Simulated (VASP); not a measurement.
# I (Cmc2_1) in VASP: notebook, part 2 of 2

VASP 6.6.1.

**3. Relaxation of cell and atoms, LDA, target pressure 17 GPa, at which the enthalpy is minimised**

This run uses another cell than the first one, of 25.42 Å³/atom, 0.944 times its volume.

The input, INCAR:

```
SYSTEM = I
PREC = Accurate
ENCUT = 600
EDIFF = 1E-7
ISMEAR = 0
SIGMA = 0.03
LREAL = .FALSE.
LASPH = .TRUE.
NELM = 80
ALGO = Normal
ISIF = 3
LWAVE = .FALSE.
LCHARG = .FALSE.
IBRION = 2
NSW = 90
EDIFFG = -0.005
PSTRESS = 170.0
KPAR = 2
```

The input, KPOINTS:

```
regular mesh
0
G
  8 8 4
  0 0 0
```

The input, POSCAR:

```
I                                       
1.0
    2.8601552301     -2.1225547813      0.0000000000
    2.8601552301      2.1225547813      0.0000000000
    0.0000000000      0.0000000000      8.3738386102
  I             
     4
Direct
     0.4994730040806634    0.5005269959193366    0.2631067964289745
     0.5005269959193366    0.4994730040806634    0.7631067964289751
     0.0001453817496312    0.9998546182503689    0.5130832035710247
     0.9998546182503689    0.0001453817496312    0.0130832035710251
```

Potentials or basis: VASP PAW LDA potentials, release 64 (I).

Run with:

```bash
$ cat potpaw_LDA.64/I/POTCAR > POTCAR
$ mpirun -np 2 vasp_std > vasp.out
```

OUTCAR:

```text
SYSTEM = I
   PREC = Accurate
   ENCUT = 600
   EDIFF = 1E-7
   ISMEAR = 0
   LREAL = .FALSE.
   LASPH = .TRUE.
   NELM = 80
   ISIF = 3
   IBRION = 2
   NSW = 90
   EDIFFG = -0.005
   PSTRESS = 170.0

 ion  position               nearest neighbor table
   1  0.499  0.501  0.263-   3 2.98   4 2.98   4 2.98   3 2.98   3 3.54   3 3.54   4 3.54   4 3.54

   2  0.501  0.499  0.763-   4 2.98   3 2.98   3 2.98   4 2.98   4 3.54   4 3.54   3 3.54   3 3.54

   3  0.000  1.000  0.513-   1 2.98   2 2.98   2 2.98   1 2.98   1 3.54   1 3.54   2 3.54   2 3.54

   4  1.000  0.000  0.013-   2 2.98   1 2.98   1 2.98   2 2.98   2 3.54   2 3.54   1 3.54   1 3.54

  LATTYP: Found a base centered orthorhombic cell.
 ALAT       =     4.2451095626
 B/A-ratio  =     1.3475059656
 C/A-ratio  =     1.9725848030

  Lattice vectors:

 A1 = (  -2.8601552301,  -2.1225547813,   0.0000000000)
 A2 = (   2.8601552301,  -2.1225547813,   0.0000000000)
 A3 = (   0.0000000000,   0.0000000000,   8.3738386102)

Analysis of symmetry for initial positions (statically):
=====================================================================
 Subroutine PRICEL returns:
 Original cell was already a primitive cell.

 Routine SETGRP: Setting up the symmetry group for a
 base centered orthorhombic supercell.

 Subroutine GETGRP returns: Found  4 space group operations
 (whereof  2 operations were pure point group operations)
 out of a pool of  8 trial point group operations.

The static configuration has the point symmetry C_1h.
 The point group associated with its full space group is C_2v.

Analysis of symmetry for dynamics (positions and initial velocities):
=====================================================================
 Subroutine PRICEL returns:
 Original cell was already a primitive cell.

 Routine SETGRP: Setting up the symmetry group for a
 base centered orthorhombic supercell.

 Subroutine GETGRP returns: Found  4 space group operations
 (whereof  2 operations were pure point group operations)
 out of a pool of  8 trial point group operations.

The dynamic configuration has the point symmetry C_1h.
 The point group associated with its full space group is C_2v.

 Subroutine INISYM returns: Found  4 space group operations
 (whereof  2 operations are pure point group operations),
 and found     1 'primitive' translations

----------------------------------------------------------------------------------------

                                     Primitive cell

  volume of cell :     101.6724

  direct lattice vectors                    reciprocal lattice vectors
     2.860155230 -2.122554781  0.000000000     0.174815686 -0.235565180  0.000000000
     2.860155230  2.122554781  0.000000000     0.174815686  0.235565180  0.000000000
     0.000000000  0.000000000  8.373838610     0.000000000  0.000000000  0.119419545

  length of vectors
     3.561702787  3.561702787  8.373838610     0.293345323  0.293345323  0.119419545

  position of ions in fractional coordinates (direct lattice)
     0.499473004  0.500526996  0.263106796
     0.500526996  0.499473004  0.763106796
     0.000145382  0.999854618  0.513083204
     0.999854618  0.000145382  0.013083204

  ion indices of the primitive-cell ions
   primitive index   ion index
[... 36 lines left out ...]
  0.375000  0.000000  0.000000      4.000000
  0.500000 -0.000000  0.000000      2.000000
  0.125000  0.125000  0.000000      2.000000
[... 16 lines left out ...]
  0.125000 -0.000000  0.250000      8.000000
  0.250000 -0.000000  0.250000      8.000000
 [... further k-points ...]
   k-points           NKPTS =     63   k-points in BZ     NKDIM =     63   number of bands    NBANDS=     18
   number of dos      NEDOS =    301   number of ions     NIONS =      4
   total plane-waves  NPLWV =  54880
   dimension x,y,z NGX =    28 NGY =   28 NGZ =   70
   dimension x,y,z NGXF=    56 NGYF=   56 NGZF=  140
   ions per type =               4
   NGX,Y,Z   is equivalent  to a cutoff of  13.07, 13.07, 13.90 a.u.
   NGXF,Y,Z  is equivalent  to a cutoff of  26.14, 26.14, 27.79 a.u.
 SYSTEM =  I
   PREC   = accura    normal or accurate (medium, high low for compatibility)
   ISTART =      0    job   : 0-new  1-cont  2-samecut
   ICHARG =      2    charge: 1-file 2-atom 10-const
   ISPIN  =      1    spin polarized calculation?
   LNONCOLLINEAR =      F non collinear calculations
   LSORBIT =      F    spin-orbit coupling
   LASPH  =      T    aspherical Exc in radial PAW
   ENCUT  =  600.0 eV  44.10 Ry    6.64 a.u.   7.11  7.11 16.72*2*pi/ulx,y,z
   NELM   =     80;   NELMIN=  2; NELMDL= -5     # of ELM steps
   EDIFF  = 0.1E-06   stopping-criterion for ELM
   LREAL  =      F    real-space projection
   EDIFFG = -.5E-02   stopping-criterion for IOM
   NSW    =     90    number of steps for IOM
   IBRION =      2    ionic relax: 0-MD 1-quasi-New 2-CG
   NFREE  =      1    steps in history (QN), initial steepest desc. (CG)
   ISIF   =      3    stress and relaxation
   ISYM   =      2    0-nonsym 1-usesym 2-fastsym
   POTIM  = 0.5000    time-step for ionic-motion
   TEBEG  =    0.0;   TEEND  =   0.0 temperature during run
   PSTRESS=  170.0 pullay stress
   NELECT =      28.0000    total number of electrons
   NUPDOWN=      -1.0000    fix difference up-down
   EMIN   =  10.00;   EMAX   =-10.00  energy-range for DOS
   EFERMI =   0.00;   METHOD = LEGACY
   ISMEAR =     0;   SIGMA  =   0.03  broadening in eV -4-tet -1-fermi 0-gaus
   EFERMI_NEDOS =   21; number of points for ismear=-14 and -15
   IALGO  =     38    algorithm
   IMIX   =      4    mixing-type and parameters
     AMIX     =   0.40;   BMIX     =  1.00
     AMIX_MAG =   1.60;   BMIX_MAG =  1.00
  volume/ion in A,a.u.               =      25.42       171.53
  Fermi-wavevector in a.u.,A,eV,Ry     =   1.065107  2.012760 15.435162  1.134452
  Thomas-Fermi vector in A             =   2.200647
   LORBIT       =      0    0 simple, 1 ext, 2 COOP (PROOUT), +10 PAW based schemes
   GGA     = CA    functional components
   LHFCALC =     F    Hartree Fock is set to
   AEXX    =    0.0000 exact exchange contribution
   IVDW    =     0    specifies the selected vdW correction
   LEPSILON=     F    determine dielectric tensor
   LRPA    =     F    only Hartree local field effects (RPA)
 conjugate gradient relaxation of ions
 non-spin polarized calculation
 Gauss-broadening in eV      SIGMA  =   0.03
  energy-cutoff  :      600.00
  volume of cell :      101.67
 maximum number of plane-waves:      3440
   NGX = 15   NGY = 15   NGZ = 33

 number of electron      28.0000000 magnetization

 Free energy of the ion-electron system (eV)
  ---------------------------------------------------
  ext. energy  EPLUGINS =         0.00000000
  ---------------------------------------------------
  free energy    TOTEN  =        -6.40025283 eV

  energy without entropy =       -6.39993887  energy(sigma->0) =       -6.40009585

 E-fermi :   9.3783     XC(G=0): -10.7603

 val. band max:        9.3637652047   @ k =   0.3750   0.2500   0.0000
 cond. band min:       9.4124745492   @ k =   0.0000   0.0000   0.2500
 fundamental gap:      0.0487093445
 Fermi energy:         9.3783083240

 k-point     1 :       0.0000    0.0000    0.0000
  band No.  band energies     occupation
      1      -7.1235      2.00000
      2      -5.2707      2.00000
      3      -5.2693      2.00000
      4      -1.8472      2.00000
      5       3.0801      2.00000
      6       4.8321      2.00000
[... 481 lines left out ...]
      5       2.8904      2.00000
      6       3.1322      2.00000
[... 10 lines left out ...]
     17      13.4730      0.00000
     18      14.6030      0.00000

 [... further k-points ...]

------------------------ aborting loop because EDIFF is reached ----------------------------------------

  FORCE on cell =-STRESS in cart. coord.  units (eV):
  Direction    XX          YY          ZZ          XY          YZ          ZX
  --------------------------------------------------------------------------------------
  -------------------------------------------------------------------------------------
  Total       10.7796115     10.7765004     10.7943212      0.0000000      0.0000000      0.0000000
  in kB      169.8676188    169.8185926    170.0994172      0.0000000      0.0000000      0.0000000
  external PRESSURE =      -0.0714571 kB  Pullay stress =     170.0000000 kB

 VOLUME and BASIS-vectors are now :
 -----------------------------------------------------------------------------
  energy-cutoff  :      600.00
  volume of cell :      101.67
      direct lattice vectors                 reciprocal lattice vectors
     2.860155230 -2.122554781  0.000000000     0.174815686 -0.235565180  0.000000000
     2.860155230  2.122554781  0.000000000     0.174815686  0.235565180  0.000000000
     0.000000000  0.000000000  8.373838610     0.000000000  0.000000000  0.119419545

 POSITION                                       TOTAL-FORCE (eV/Angst)
 -----------------------------------------------------------------------------------
      2.86016      0.00224      2.20321         0.000000     -0.002462     -0.001988
      2.86016     -0.00224      6.39013         0.000000      0.002462     -0.001988
      2.86016      2.12194      4.29648         0.000000      0.000679      0.001988
      2.86016     -2.12194      0.10956         0.000000     -0.000679      0.001988
 -----------------------------------------------------------------------------------
    total drift:                                0.000000     -0.000000      0.000141

  FREE ENERGIE OF THE ION-ELECTRON SYSTEM (eV)
  ---------------------------------------------------
  free  energy   TOTEN  =        -6.4002528257 eV

  energy  without entropy=       -6.3999388692  energy(sigma->0) =       -6.40009585

  enthalpy is  TOTEN    =         4.3877594826 eV   P V=       10.7880123083

 reached required accuracy - stopping structural energy minimisation
```

It took 28 s on 2 MPI ranks of AMD EPYC 9R45 (Zen 5), shared host; peak memory 0.22 GiB.

What came out:

```
Free energy                  : -6.4003 eV
Pressure after relaxing      : 17.0 GPa
Largest force after relaxing : 0.003 eV/Å
Band gap on the k mesh       : none (metal or under the smearing width)
```

Forces on the atoms (eV/Å):
```
I    0.000 -0.002 -0.002
I    0.000  0.002 -0.002
I    0.000  0.001  0.002
I    0.000 -0.001  0.002
```

Final structure:
```
CELL_PARAMETERS angstrom
2.86016 -2.12255 0.00000
2.86016 2.12255 0.00000
0.00000 0.00000 8.37384
ATOMIC_POSITIONS crystal
I 0.49947 0.50053 0.26311
I 0.50053 0.49947 0.76311
I 0.00015 0.99985 0.51308
I 0.99985 0.00015 0.01308
```

Levels at points of the mesh, in eV from the Fermi level:
| k point | band 12 | band 13 | band 14 | band 15 | band 16 | band 17 |
| --- | --- | --- | --- | --- | --- | --- |
| (0.00, 0.00, 0.00) | -0.53 | -0.53 | 0.06 | 1.86 | 1.91 | 2.29 |
| (0.50, 0.00, 0.00) | -1.81 | -1.56 | -1.56 | 2.58 | 2.58 | 4.22 |
| (0.50, 0.50, 0.00) | -3.49 | -3.49 | -1.28 | 0.15 | 0.23 | 2.37 |
| (0.00, 0.00, 0.50) | -0.05 | 0.13 | 0.13 | 0.27 | 0.27 | 3.65 |
| (0.50, 0.00, 0.50) | -2.11 | 0.56 | 0.56 | 0.56 | 0.56 | 5.29 |
| (0.50, 0.50, 0.50) | -3.00 | -1.71 | -1.71 | -1.47 | -1.47 | 4.43 |

Caveat: the relaxation stopped at its first step, so nothing moved; the cell is relaxed towards a set pressure, so the enthalpy falls and the energy may rise. Spin-orbit coupling is left out, which matters for the levels of I.
